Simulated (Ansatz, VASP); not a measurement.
**One calculation of CoH4, two programs**

The input INCAR:

```
ALGO = Normal
EDIFF = 1E-6
ENCUT = 520
GGA = PE
ISIF = 2
ISMEAR = 0
LASPH = T
LCHARG = F
LREAL = F
LWAVE = F
NBANDS = 24
NELM = 80
PREC = Accurate
SIGMA = 0.1
```

File KPOINTS:

```
k-points
0
Gamma
  6 6 2
```

File POSCAR:

```
CoH4
1.0
    2.5132738494      0.0000000000      0.0000000000
   -0.1893318572      2.5066901121      0.0000000000
   -0.3623912505     -0.3729950580      9.6030716325
Co H
2 8
Direct
    0.2481791603      0.2290011626      0.7500461220
    0.7518208397      0.7709988374      0.2499538780
    0.2646145567      0.7447231801      0.8563605974
    0.2683268346      0.7868479730      0.3562960456
    0.2353075507      0.7552593430      0.1436152110
    0.2316259559      0.7131891857      0.6437303750
    0.7353854433      0.2552768199      0.1436394026
    0.7316731654      0.2131520270      0.6437039544
    0.7646924493      0.2447406570      0.8563847890
    0.7683740441      0.2868108143      0.3562696250
```

Input for Ansatz:

```yaml
crystal:
  lattice:
    - [2.5132738494, 0.0, 0.0]
    - [-0.1893318572, 2.5066901121, 0.0]
    - [-0.3623912505, -0.372995058, 9.6030716325]
  atoms:
    - { symbol: Co, position: [0.2481791603, 0.2290011626, 0.750046122] }
    - { symbol: Co, position: [0.7518208397, 0.7709988374, 0.249953878] }
    - { symbol: H, position: [0.2646145567, 0.7447231801, 0.8563605974] }
    - { symbol: H, position: [0.2683268346, 0.786847973, 0.3562960456] }
    - { symbol: H, position: [0.2353075507, 0.755259343, 0.143615211] }
    - { symbol: H, position: [0.2316259559, 0.7131891857, 0.643730375] }
    - { symbol: H, position: [0.7353854433, 0.2552768199, 0.1436394026] }
    - { symbol: H, position: [0.7316731654, 0.213152027, 0.6437039544] }
    - { symbol: H, position: [0.7646924493, 0.244740657, 0.856384789] }
    - { symbol: H, position: [0.7683740441, 0.2868108143, 0.356269625] }
basis:
  ecutwfc: 420
kpoints:
  mp_grid: { grid: [6, 6, 2] }
hamiltonian:
  xc: pbe
scf:
  occupations: { method: gaussian, width: 0.1 }
  lower_state_search: "off"
output:
  forces: true
  stress: true
  eigenvalues: true
```

Change from the starting cell: the structure that the rattled cell fell into.

Alike in both runs: task single point; functional PBE; k mesh 6 × 6 × 2; occupations gaussian, width 0.1 eV; no spin polarisation.

|  | VASP | Ansatz |
| --- | --- | --- |
| version | VASP 6.6.1 | Ansatz 0.2.0 |
| potentials or method | VASP PAW PBE potentials, release 64 (Co, H) | scalar-relativistic, plane waves, PAW |
| plane-wave cutoff (eV) | 520 | 420 |
| valence electrons in the cell | 26 | 42 |

```tsv
	VASP	Ansatz	Ansatz less VASP
gap on the k mesh at the Fermi level (eV)	none	none	-
pressure (GPa)	3.1	3.5	+0.46
largest component of the traceless stress (GPa)	4.65	4.81	+0.159
rms of the force components (eV/Å)	0.009	0.008	-0.0007
```

Atom by atom the forces differ by 0.001 eV/Å (rms over components). A gap of «none» marks a metal or a gap that the smearing closes. The two sets of potentials don't hold the same shells in valence.

Caveats: the k mesh is coarse (spacing up to 0.42 Å⁻¹), so the values aren't converged. Spin polarisation is off, so any magnetic state and its effect on volume and gap are missing.
